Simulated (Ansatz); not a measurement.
ZnSe: the change of pressure with volume scale

Free energy against uniform scaling of the volume at fixed shape and fractions; periodic cell, basis, potentials, k mesh and filling as listed. The results are calculated, by Ansatz 0.2.0.

The cell before it is scaled or strained (space group F-43m, No. 216):
```
CELL_PARAMETERS angstrom
0.00000 2.84320 2.84320
2.84320 0.00000 2.84320
2.84320 2.84320 0.00000
ATOMIC_POSITIONS crystal
Zn 0.00000 0.00000 0.00000
Se 0.25000 0.25000 0.25000
```

Settings of every row: functional PBEsol; dispersion none; potentials PAW; wave cutoff 470 eV; density cutoff 1880 eV; k mesh 6x6x6; k shift 0x0x0; occupations fixed; smearing width 0 eV; spin none.

```
row  volume scale  V (Å³/atom)  pressure (GPa)  energy above lowest point (meV/atom)
  1        0.9406       21.619            2.36                                   5.2
  2        0.9703       22.301               ?                                     ?
  3             1       22.984           -1.69                                   3.4
  4        1.0297       23.666           -3.26                                    14
  5        1.0594       24.349           -4.58                                  30.8
```

Question: what pressure should row 2 give?

Worked fit of pressure. Take u = (V_r/V)^(2/3) − 1 with V_r = 23.325 Å³ an atom, which is twice the finite (Eulerian) strain; such expansions in the strain, on which the Birch-Murnaghan equation of state is built, carry the rest volume and the bulk modulus. The shown rows have u = 0.05194, 0.00987, -0.00963, -0.02824. Least squares give pressure = −2.509 + 80.52 × u + 254.6 × u² GPa; a straight line predicts inner rows, each left out in turn, worse (root mean square 0.25 against 0.0015 GPa). All shown rows lie on it to the printed digit. The pressure vanishes at u = 0.0286, or V = 22.36 Å³ an atom, and there the bulk modulus at fixed shape and fractions is B = −V dP/dV = (2/3)(1 + u) dP/du = 65.2 GPa. The withheld row has u = 0.03038, so the fit gives −2.509 + 80.52 × (0.03038) + 254.6 × (0.03038)² = 0.17 GPa.

The calculation gave 0.16 GPa. The fit lies 0.01 GPa (6.3 % of the value, 0.14 % of the column's range) above it, one unit of the last digit.

The other values of row 2: energy above lowest point 0 meV/atom.
